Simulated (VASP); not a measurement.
Wanted: the native input for a VASP 6.6.1 run.

- Task: relaxation of cell and atoms
- Functional: PBE
- Potentials or basis: VASP PAW PBE potentials, release 64 (Mg, Sn_d, N)
- Cutoff: 520 eV
- k mesh: 5 × 5 × 5
- Occupations: gaussian, width 0.15 eV
- Spin: no spin polarisation
- Further INCAR settings: PREC = Normal; ALGO = Fast; EDIFF = 0.0001; IBRION = 2; EDIFFG = -0.08; NSW = 24; ISIF = 3

The structure of MgSn2N2 lies in POSCAR:

```
MgSn2N2
1.0
    1.7500000000      1.0103629700      8.4000000000
   -1.7500000000      1.0103629700      8.4000000000
    0.0000000000     -2.0207259400      8.4000000000
Mg Sn N
1 2 2
Direct
    0.0000000000      0.0000000000      0.0000000000
    0.7440000000      0.7440000000      0.7440000000
    0.2560000000      0.2560000000      0.2560000000
    0.3730000000      0.3730000000      0.3730000000
    0.6270000000      0.6270000000      0.6270000000
```

The cell was built by a generator and needn't be a form met in nature.

One way to write it, as run:

INCAR

```
PREC = Normal ; ENCUT = 520
EDIFF = 1E-4 ; ISMEAR = 0
SIGMA = 0.15 ; LREAL = F
LASPH = T ; NELM = 60
ALGO = Fast ; ISIF = 3
LWAVE = F ; LCHARG = F
GGA = PE ; IBRION = 2
NSW = 24 ; EDIFFG = -0.08
```

KPOINTS

```
Automatic mesh
0
Gamma
  5 5 5
```

Potentials or basis: VASP PAW PBE potentials, release 64 (Mg, Sn_d, N).

The run is started by

```bash
$ cat potpaw_PBE.64/Mg/POTCAR potpaw_PBE.64/Sn_d/POTCAR potpaw_PBE.64/N/POTCAR > POTCAR
$ mpirun -np 1 vasp_std > vasp.out
```

Results of the run:

```
Relaxed volume                         : 18.41 Å³/atom
Relaxed cell                           : a = 10.233 Å, b = 10.233 Å, c = 10.233 Å, α = 18.28°, β = 18.28°, γ = 18.28°
Space group after relaxing (to 0.05 Å) : R-3m (No. 166)
Energy gained by relaxing              : 524.3 meV/atom
Ionic steps                            : 13
Pressure after relaxing                : 0.1 GPa
Largest force after relaxing           : 0.050 eV/Å
Band gap on the k mesh                 : 1.51 eV, indirect (least direct gap 1.76 eV)
```

Caveat: spin-orbit coupling is left out, which moves the levels of the heavy elements; an odd mesh through Γ misses points on the zone boundary, where band edges often lie; the relaxation stopped at a loose force limit of 0.08 eV/Å, so its end isn't a converged minimum.

It took 8.9 min on 1 thread of Intel(R) Xeon(R) Platinum 8488C (Sapphire Rapids), with other jobs on the host, peak memory 0.37 GiB.
